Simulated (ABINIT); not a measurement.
# AlRu (Pm-3m) in ABINIT: a series of runs

Aim: see how the results for AlRu move with the level of theory and the settings. Levels: LDA, PBEsol. Tasks: single point, relaxation of cell and atoms.

Everything below comes from runs of ABINIT 10.8.3 (patched build). Logs are shortened: lines on timing, memory, paths and dates and some standing lists are left out, and cuts for length are marked. The log counts tension as positive stress, the text compression.

### 1 The crystal as given

The structure is cubic, space group Pm-3m (No. 221). Conventional cell: a = 2.992 Å, b = 2.992 Å, c = 2.992 Å, α = 90.00°, β = 90.00°, γ = 90.00°. Ru (site symmetry m-3m) is surrounded by 8 Al at 2.59 Å. Al (site symmetry m-3m) has 8 Ru at 2.59 Å as nearest neighbours.

### 2 Single point, LDA

run.abi

```
pp_dirpath "./"
pseudos "Ru.upf, Al.upf"

acell 5.6533046744 5.6533046744 5.6533046744
rprim
     1.0000000000     0.0000000000     0.0000000000
     0.0000000000     1.0000000000     0.0000000000
     0.0000000000     0.0000000000     1.0000000000
ntypat 2
znucl 44 13
natom 2
typat 1 2
xcart
     1.4958000000     1.4958000000     1.4958000000
     0.0000000000     0.0000000000     0.0000000000 Angstrom

ecut 35.0

kptopt 1
ngkpt 7 7 7
nshiftk 1
shiftk 0.0 0.0 0.0

ixc 7

nband 14
occopt 3
tsmear 0.05 eV

nstep 100
tolvrs 1.0e-10

iomode 3
prtwf 0
prtden 0
prteig 0
prtebands 0
```

Potentials or basis: PseudoDojo NC SR LDA v0.4.1 standard.

Command:

```bash
$ abinit run.abi > log 2>&1
```

run.abo:

```text
.Version 10.8.3 of ABINIT
 Symmetries : space group Pm -3 m (#221); Bravais cP (primitive cubic)
================================================================================
 Values of the parameters that define the memory need of the present run
     intxc =       0    ionmov =       0      iscf =       7    lmnmax =       6
     lnmax =       6     mgfft =      32  mpssoang =       3    mqgrid =    3001
     natom =       2  nloc_mem =       1    nspden =       1   nspinor =       1
    nsppol =       1      nsym =      48    n1xccc =    2501    ntypat =       2
    occopt =       3   xclevel =       1
       mpw =        1806          nfft =       32768          nkpt =          20
================================================================================
================================================================================

--------------------------------------------------------------------------------
------------- Echo of variables that govern the present computation ------------
--------------------------------------------------------------------------------
 -outvars: echo values of preprocessed input variables --------
            acell      5.6533046744E+00  5.6533046744E+00  5.6533046744E+00 Bohr
              amu      1.01070000E+02  2.69815390E+01
             ecut      3.50000000E+01 Hartree
              ixc           7
         kptrlatt        7    0    0      0    7    0      0    0    7
          kptrlen      3.95731327E+01
            natom           2
            nband          14
            ngfft          32      32      32
             nkpt          20
            nstep         100
             nsym          48
           ntypat           2
           occopt           3
           prtden           0
        prtebands           0
           prteig           0
            prtwf           0
          spgroup         221
           tolvrs      1.00000000E-10
           tsmear      1.83746611E-03 Hartree
            typat      1  2
           xangst      1.4958000000E+00  1.4958000000E+00  1.4958000000E+00
                       1.0228255731E-09  1.0228255731E-09  1.0228255731E-09
            xcart      2.8266523391E+00  2.8266523391E+00  2.8266523391E+00
                       1.9328602078E-09  1.9328602078E-09  1.9328602078E-09
             xred      5.0000000034E-01  5.0000000034E-01  5.0000000034E-01
                       3.4189917564E-10  3.4189917564E-10  3.4189917564E-10
            znucl       44.00000   13.00000

================================================================================

 chkinp: Checking input parameters for consistency.

================================================================================
== DATASET  1 ==================================================================

--- !DatasetInfo
iteration_state: {dtset: 1, }
dimensions: {natom: 2, nkpt: 20, mband: 14, nsppol: 1, nspinor: 1, nspden: 1, mpw: 1806, }
cutoff_energies: {ecut:  35.0, pawecutdg:  -1.0, }
electrons: {nelect:   1.90000000E+01, charge:   0.00000000E+00, occopt:   3.00000000E+00, tsmear:   1.83746611E-03, }
meta: {optdriver: 0, ionmov: 0, optcell: 0, iscf: 7, paral_kgb: 0, }
...

 Exchange-correlation functional for the present dataset will be:
  LDA: Perdew-Wang 92 LSD fit to Ceperley-Alder data - ixc=7
  J.P.Perdew and Y.Wang, PRB 45, 13244 (1992)

 Real(R)+Recip(G) space primitive vectors, cartesian coordinates (Bohr,Bohr^-1):
 R(1)=  5.6533047  0.0000000  0.0000000  G(1)=  0.1768877  0.0000000  0.0000000
 R(2)=  0.0000000  5.6533047  0.0000000  G(2)=  0.0000000  0.1768877  0.0000000
 R(3)=  0.0000000  0.0000000  5.6533047  G(3)=  0.0000000  0.0000000  0.1768877
 Unit cell volume ucvol=  1.8067879E+02 bohr^3
 Angles (23,13,12)=  9.00000000E+01  9.00000000E+01  9.00000000E+01 degrees

 getcut: wavevector=  0.0000  0.0000  0.0000  ngfft=  32  32  32
         ecut(hartree)=     35.000   => boxcut(ratio)=   2.12544

--- Pseudopotential description ------------------------------------------------
- pspini: atom type   1  psp file is ./Ru.upf
12 -1012 2 -1 1548                            pspcod,pspxc,lmax,lloc,mmax
     nproj     2     2     2

- pspini: atom type   2  psp file is ./Al.upf
12 -1012 2 -1 1854                            pspcod,pspxc,lmax,lloc,mmax
     nproj     2     2     2

   3.96708226E+02                                ecore*ucvol(ha*bohr**3)
--------------------------------------------------------------------------------

================================================================================

--- !BeginCycle
iteration_state: {dtset: 1, }
solver: {iscf: 7, nstep: 100, nline: 4, wfoptalg: 0, }
tolerances: {tolvrs: 1.00E-10, }
...

     iter   Etot(hartree)      deltaE(h)  residm     vres2
 ETOT  1  -103.36692854105    -1.034E+02 1.641E-01 2.462E+02
 ETOT  2  -103.28639362456     8.053E-02 3.818E-02 8.783E+02
 ETOT  3  -103.54166813809    -2.553E-01 9.080E-03 2.909E+00
 ETOT  4  -103.54238589784    -7.178E-04 2.048E-03 3.138E-02
 ETOT  5  -103.54239280411    -6.906E-06 7.384E-04 5.785E-03
 ETOT  6  -103.54239432746    -1.523E-06 4.057E-04 5.882E-06
 ETOT  7  -103.54239432947    -2.010E-09 1.399E-04 1.377E-07
 ETOT  8  -103.54239432951    -4.496E-11 1.402E-04 9.987E-10
 ETOT  9  -103.54239432951     8.811E-13 5.624E-05 2.797E-11

 At SCF step    9       vres2   =  2.80E-11 < tolvrs=  1.00E-10 =>converged.

 Cartesian components of stress tensor (hartree/bohr^3)
  sigma(1 1)=  3.48375066E-04  sigma(3 2)=  0.00000000E+00
  sigma(2 2)=  3.48375066E-04  sigma(3 1)=  0.00000000E+00
  sigma(3 3)=  3.48375066E-04  sigma(2 1)=  0.00000000E+00

--- !ResultsGS
iteration_state: {dtset: 1, }
comment   : Summary of ground state results
lattice_vectors:
- [  5.6533047,   0.0000000,   0.0000000, ]
- [  0.0000000,   5.6533047,   0.0000000, ]
- [  0.0000000,   0.0000000,   5.6533047, ]
lattice_lengths: [   5.65330,    5.65330,    5.65330, ]
lattice_angles: [ 90.000,  90.000,  90.000, ] # degrees, (23, 13, 12)
lattice_volume:   1.8067879E+02
convergence: {deltae:  8.811E-13, res2:  2.797E-11, residm:  5.624E-05, diffor: null, }
etotal    :  -1.03542394E+02
entropy   :   0.00000000E+00
fermie    :   4.70457446E-01
cartesian_stress_tensor: # hartree/bohr^3
- [  3.48375066E-04,   0.00000000E+00,   0.00000000E+00, ]
- [  0.00000000E+00,   3.48375066E-04,   0.00000000E+00, ]
- [  0.00000000E+00,   0.00000000E+00,   3.48375066E-04, ]
pressure_GPa:  -1.0250E+01
xred      :
- [  5.0000E-01,   5.0000E-01,   5.0000E-01, Ru]
- [  3.4190E-10,   3.4190E-10,   3.4190E-10, Al]
cartesian_forces: # hartree/bohr
- [ -0.00000000E+00,  -0.00000000E+00,  -0.00000000E+00, ]
- [ -0.00000000E+00,  -0.00000000E+00,  -0.00000000E+00, ]
force_length_stats: {min:   0.00000000E+00, max:   0.00000000E+00, mean:   0.00000000E+00, }
...

 Integrated electronic density in atomic spheres:
 ------------------------------------------------
 Atom  Sphere_radius  Integrated_density
    1        2.00000         12.96165002
    2        2.00000          0.99644688
================================================================================

 ----iterations are completed or convergence reached----

 Mean square residual over all n,k,spin=   47.166E-08; max=  56.236E-06
 reduced coordinates (array xred) for    2 atoms
       0.500000000342      0.500000000342      0.500000000342
       0.000000000342      0.000000000342      0.000000000342
 rms dE/dt=  0.0000E+00; max dE/dt=  0.0000E+00; dE/dt below (all hartree)
    1       0.000000000000      0.000000000000      0.000000000000
    2       0.000000000000      0.000000000000      0.000000000000

 cartesian coordinates (angstrom) at end:
    1      1.49580000000000     1.49580000000000     1.49580000000000
    2      0.00000000102283     0.00000000102283     0.00000000102283

 cartesian forces (hartree/bohr) at end:
    1     -0.00000000000000    -0.00000000000000    -0.00000000000000
    2     -0.00000000000000    -0.00000000000000    -0.00000000000000
 frms,max,avg= 0.0000000E+00 0.0000000E+00   0.000E+00  0.000E+00  0.000E+00 h/b

 cartesian forces (eV/Angstrom) at end:
    1     -0.00000000000000    -0.00000000000000    -0.00000000000000
    2     -0.00000000000000    -0.00000000000000    -0.00000000000000
 frms,max,avg= 0.0000000E+00 0.0000000E+00   0.000E+00  0.000E+00  0.000E+00 e/A
 length scales=  5.653304674400  5.653304674400  5.653304674400 bohr
              =  2.991599997954  2.991599997954  2.991599997954 angstroms
 Fermi (or HOMO) energy (hartree) =   0.47046   Average Vxc (hartree)=  -0.47017
 Eigenvalues (hartree) for nkpt=  20  k points:
 kpt#   1, nband= 14, wtk=  0.00292, kpt=  0.0000  0.0000  0.0000 (reduced coord)
  -2.16420   -1.06198   -1.06198   -1.06198    0.11338    0.33706    0.33706    0.47625
   0.47625    0.47625    0.69025    0.69025    0.69025    0.87479
      occupation numbers for kpt#   1
   2.00000    2.00000    2.00000    2.00000    2.00000    2.00000    2.00000    0.08188
   0.08188    0.08188    0.00000    0.00000    0.00000    0.00000
 prteigrs : prtvol=0 or 1, do not print more k-points.

--- !EnergyTerms
iteration_state     : {dtset: 1, }
comment             : Components of total free energy in Hartree
kinetic             :  3.37093047711559E+01
hartree             :  2.27395222044984E+01
xc                  : -1.82184329049202E+01
Ewald energy        : -7.33084216156289E+01
psp_core            :  2.19565464807140E+00
local_psp           : -7.85772602436843E+01
non_local_psp       :  7.91789792408461E+00
internal            : -1.03541735216423E+02
'-kT*entropy'       : -6.59113087680004E-04
total_energy        : -1.03542394329511E+02
total_energy_eV     : -2.81753208493399E+03
band_energy         : -6.71733514409746E+00
...

 Cartesian components of stress tensor (hartree/bohr^3)
  sigma(1 1)=  3.48375066E-04  sigma(3 2)=  0.00000000E+00
  sigma(2 2)=  3.48375066E-04  sigma(3 1)=  0.00000000E+00
  sigma(3 3)=  3.48375066E-04  sigma(2 1)=  0.00000000E+00

-Cartesian components of stress tensor (GPa)         [Pressure= -1.0250E+01 GPa]
- sigma(1 1)=  1.02495483E+01  sigma(3 2)=  0.00000000E+00
- sigma(2 2)=  1.02495483E+01  sigma(3 1)=  0.00000000E+00
- sigma(3 3)=  1.02495483E+01  sigma(2 1)=  0.00000000E+00

== END DATASET(S) ==============================================================
================================================================================

 -outvars: echo values of variables after computation  --------
            acell      5.6533046744E+00  5.6533046744E+00  5.6533046744E+00 Bohr
           etotal     -1.0354239433E+02
            fcart     -0.0000000000E+00 -0.0000000000E+00 -0.0000000000E+00
                      -0.0000000000E+00 -0.0000000000E+00 -0.0000000000E+00
           strten      3.4837506600E-04  3.4837506600E-04  3.4837506600E-04
                       0.0000000000E+00  0.0000000000E+00  0.0000000000E+00
           xangst      1.4958000000E+00  1.4958000000E+00  1.4958000000E+00
                       1.0228255731E-09  1.0228255731E-09  1.0228255731E-09
             xred      5.0000000034E-01  5.0000000034E-01  5.0000000034E-01
                       3.4189917564E-10  3.4189917564E-10  3.4189917564E-10
 Calculation completed.
```

Wall time 17 s (1 thread of Intel Xeon Platinum 8259CL at 2.50GHz (Skylake/Cascade Lake), shared host); peak memory 0.07 GiB.

Results:

* Free energy: -2817.5321 eV
* Band gap on the k mesh: none (metal or under the smearing width)
* Valence electrons inside the program's atomic spheres: Ru 12.96; Al 1.00

Caveat: the cutoff is too short for stress, so the log's stress isn't used.

### 3 Single point, LDA

run.abi

```
# Pseudopotentials
pp_dirpath "./"
pseudos "Ru.upf, Al.upf"

# Structure
acell 5.6533046744 5.6533046744 5.6533046744
rprim
     1.0000000000     0.0000000000     0.0000000000
     0.0000000000     1.0000000000     0.0000000000
     0.0000000000     0.0000000000     1.0000000000
ntypat 2
znucl 44 13
natom 2
typat 1 2
xred
     0.5000000000     0.5000000000     0.5000000000
     0.0000000000     0.0000000000     0.0000000000

# Plane-wave basis
ecut 1197.300995 eV

# k points
kptopt 1
ngkpt 7 7 7
nshiftk 1
shiftk 0.0 0.0 0.0

# Exchange and correlation
ixc 7

# Bands and occupations
nband 14
occopt 3
tsmear 0.05 eV

# SCF cycle
nstep 100
tolvrs 1.0e-10

# Output
iomode 3
prtwf 0
prtden 0
prteig 0
prtebands 0
enunit 1
```

Potentials or basis: PseudoDojo NC SR LDA v0.4.1 standard.

Command:

```bash
$ abinit run.abi > log 2>&1
```

run.abo:

```text
.Version 10.8.3 of ABINIT
 Symmetries : space group Pm -3 m (#221); Bravais cP (primitive cubic)
================================================================================
 Values of the parameters that define the memory need of the present run
     intxc =       0    ionmov =       0      iscf =       7    lmnmax =       6
     lnmax =       6     mgfft =      36  mpssoang =       3    mqgrid =    3001
     natom =       2  nloc_mem =       1    nspden =       1   nspinor =       1
    nsppol =       1      nsym =      48    n1xccc =    2501    ntypat =       2
    occopt =       3   xclevel =       1
       mpw =        2533          nfft =       46656          nkpt =          20
================================================================================
================================================================================

--------------------------------------------------------------------------------
------------- Echo of variables that govern the present computation ------------
--------------------------------------------------------------------------------
 -outvars: echo values of preprocessed input variables --------
            acell      5.6533046744E+00  5.6533046744E+00  5.6533046744E+00 Bohr
              amu      1.01070000E+02  2.69815390E+01
             ecut      4.40000000E+01 Hartree
           enunit           1
              ixc           7
         kptrlatt        7    0    0      0    7    0      0    0    7
          kptrlen      3.95731327E+01
            natom           2
            nband          14
            ngfft          36      36      36
             nkpt          20
            nstep         100
[... 151 lines left out ...]
 prteigrs : prtvol=0 or 1, do not print more k-points.

--- !EnergyTerms
iteration_state     : {dtset: 1, }
comment             : Components of total free energy in Hartree
kinetic             :  3.37139316472930E+01
hartree             :  2.27409062249626E+01
xc                  : -1.82187446030673E+01
Ewald energy        : -7.33084216156289E+01
psp_core            :  2.19565464807140E+00
local_psp           : -7.85833370761282E+01
non_local_psp       :  7.91728212339827E+00
internal            : -1.03542728651099E+02
'-kT*entropy'       : -6.59460310011681E-04
total_energy        : -1.03543388111409E+02
total_energy_eV     : -2.81755912711707E+03
band_energy         : -6.71676360944345E+00
...

 Cartesian components of stress tensor (hartree/bohr^3)
  sigma(1 1)=  2.87008327E-04  sigma(3 2)=  0.00000000E+00
  sigma(2 2)=  2.87008327E-04  sigma(3 1)=  0.00000000E+00
  sigma(3 3)=  2.87008327E-04  sigma(2 1)=  0.00000000E+00

-Cartesian components of stress tensor (GPa)         [Pressure= -8.4441E+00 GPa]
- sigma(1 1)=  8.44407651E+00  sigma(3 2)=  0.00000000E+00
- sigma(2 2)=  8.44407651E+00  sigma(3 1)=  0.00000000E+00
- sigma(3 3)=  8.44407651E+00  sigma(2 1)=  0.00000000E+00

== END DATASET(S) ==============================================================
================================================================================

 -outvars: echo values of variables after computation  --------
            acell      5.6533046744E+00  5.6533046744E+00  5.6533046744E+00 Bohr
           etotal     -1.0354338811E+02
            fcart     -0.0000000000E+00 -0.0000000000E+00 -0.0000000000E+00
                      -0.0000000000E+00 -0.0000000000E+00 -0.0000000000E+00
           strten      2.8700832711E-04  2.8700832711E-04  2.8700832711E-04
                       0.0000000000E+00  0.0000000000E+00  0.0000000000E+00
           xangst      1.4957999990E+00  1.4957999990E+00  1.4957999990E+00
                       0.0000000000E+00  0.0000000000E+00  0.0000000000E+00
             xred      5.0000000000E-01  5.0000000000E-01  5.0000000000E-01
                       0.0000000000E+00  0.0000000000E+00  0.0000000000E+00
 Calculation completed.
```

Run time: 16 s. Hardware: 1 thread of Arm Neoverse V2, shared host; peak memory 0.07 GiB.

Results:

| Item | Value |
| --- | --- |
| Free energy | -2817.5591 eV |
| Pressure | -8.4 GPa |
| Band gap on the k mesh | none (metal or under the smearing width) |
| Valence electrons inside the program's atomic spheres | Ru 13.00; Al 1.01 |

### 4 Relaxation of cell and atoms, PBEsol

run.abi

```
# Pseudopotentials
pp_dirpath "./"
pseudos "Ru.upf, Al.upf"

# Structure
acell 3*1.0
rprim
     5.6533046744     0.0000000000     0.0000000000
     0.0000000000     5.6533046744     0.0000000000
     0.0000000000     0.0000000000     5.6533046744
ntypat 2
znucl 44 13
natom 2
typat 1 2
chkprim 0
chksymtnons 0
tolsym 1.0e-6
xred
            1/2            1/2            1/2
            0.0            0.0            0.0

# Plane-wave basis
ecut 42.0
ecutsm 0.5

# k points
kptopt 1
ngkpt 7 7 7
nshiftk 1
shiftk 0.0 0.0 0.0

# Exchange and correlation
ixc -116133

# Bands and occupations
nband 14
occopt 3
tsmear 0.00183747

# SCF cycle
nstep 80
tolvrs 1.0e-12

# Output
iomode 3
prteig 0
prtebands 0
prtwf 0
prtden 0

# Relaxation
ionmov 2
optcell 2
ntime 50
tolmxf 2.0e-5
dilatmx 1.08
```

Potentials or basis: PseudoDojo NC SR PBEsol v0.4.1 standard.

Command:

```bash
$ mpirun --bind-to none -np 4 abinit run.abi > log 2>&1
```

It took 18 s on 4 MPI ranks of Arm Neoverse V2, shared host; peak memory 0.28 GiB.

Results (log left out):

```yaml
Free_energy: -2813.4210 eV
Relaxed_volume: 13.19 Å³/atom
Relaxed_cell: a = 2.977 Å, b = 2.977 Å, c = 2.977 Å, α = 90.00°, β = 90.00°, γ = 90.00°
Space_group_after_relaxing_to_0.05_Å: Pm-3m (No. 221)
Energy_gained_by_relaxing: 2.0 meV/atom
Ionic_steps: 4
Pressure_after_relaxing: 0.0 GPa
Band_gap_on_the_k_mesh: none (metal or under the smearing width)
```

Step by step:
```csv
step,energy change (eV),largest force (eV/Å),pressure (GPa),volume (Å³)
1,0.0000,0.0000,-3.16,26.77
2,-0.0035,0.0000,-1.12,26.52
3,-0.0040,0.0000,0.02,26.38
4,-0.0040,0.0000,0.00,26.38
```

Final structure:
```
CELL_PARAMETERS angstrom
2.97681 0.00000 0.00000
0.00000 2.97681 0.00000
0.00000 0.00000 2.97681
ATOMIC_POSITIONS crystal
Ru 0.50000 0.50000 0.50000
Al 0.00000 0.00000 0.00000
```

### 5 Summary

| task | level | potentials or basis | cell | cutoff (eV) | cell freedom (optcell) | optimiser (ionmov) | cutoff smearing ecutsm (Ha) | force stop (Ha/bohr) | gap on the mesh (eV) | pressure (GPa) |
| --- | --- | --- | --- | --- | --- | --- | --- | --- | --- | --- |
| single point | LDA | PseudoDojo NC SR LDA v0.4.1 standard | as given | 952 | - | - | - | - | none | - |
| single point | LDA | PseudoDojo NC SR LDA v0.4.1 standard | as given | 1197 | - | - | - | - | none | -8.4 |
| relaxation of cell and atoms | PBEsol | PseudoDojo NC SR PBEsol v0.4.1 standard | relaxed | 1143 | 2 | 2 | 0.5 | 2e-05 | none | 0.0 |

Alike in all rows: no spin polarisation; k mesh 7 × 7 × 7; smearing fermi-dirac 0.05 eV.

Absolute energies hang on the potentials; compare differences alone.
